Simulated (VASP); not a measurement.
A run of VASP 6.6.1 is set up as follows.

File INCAR:

```
SYSTEM = V3Si
ALGO     = Normal         ! electronic algorithm
EDIFF    = 1E-7           ! SCF threshold, eV
ENCUT    = 520            ! plane-wave cutoff, eV
GGA      = PE             ! functional
ISIF     = 2              ! what is computed and relaxed
ISMEAR   = -1             ! smearing method
ISPIN    = 2              ! spin polarisation
LASPH    = .TRUE.         ! aspherical terms in the spheres
LCHARG   = .FALSE.        ! write CHGCAR
LMAXMIX  = 4              ! l up to which the mixer works
LORBIT   = 11             ! projections on sites
LREAL    = .FALSE.        ! projectors in reciprocal space
LWAVE    = .FALSE.        ! write WAVECAR
MAGMOM   = 0 0 3 3 3 3 3 3 ! initial moments
NBANDS   = 57             ! bands
NELM     = 150            ! most SCF steps
PREC     = Accurate       ! precision mode
SIGMA    = 0.05           ! smearing width, eV
```

KPOINTS

```
k-points
0
G
  5 5 5
  0 0 0
```

File POSCAR:

```
V3Si
1.0
    4.7380000000      0.0000000000      0.0000000000
    0.0000000000      4.7380000000      0.0000000000
    0.0000000000      0.0000000000      4.7380000000
Si V
2 6
Direct
    0.0000000000      0.0000000000      0.0000000000
    0.5000000000      0.5000000000      0.5000000000
    0.2500000000      0.0000000000      0.5000000000
    0.5000000000      0.7500000000      0.0000000000
    0.7500000000      0.0000000000      0.5000000000
    0.5000000000      0.2500000000      0.0000000000
    0.0000000000      0.5000000000      0.7500000000
    0.0000000000      0.5000000000      0.2500000000
```

Potentials or basis: VASP PAW PBE potentials, release 64 (Si, V_sv).

Command:

```console
$ cat potpaw_PBE.64/Si/POTCAR potpaw_PBE.64/V_sv/POTCAR > POTCAR
$ mpirun -np 1 vasp_std > vasp.out
```

Task: Estimate the band gap on the k mesh.

Result: None (metal or under the smearing width).

Task: Predict the net moment.

Result: 0.00 μB per cell.

Task: What does it give for the pressure?

Result: -4.0 GPa.
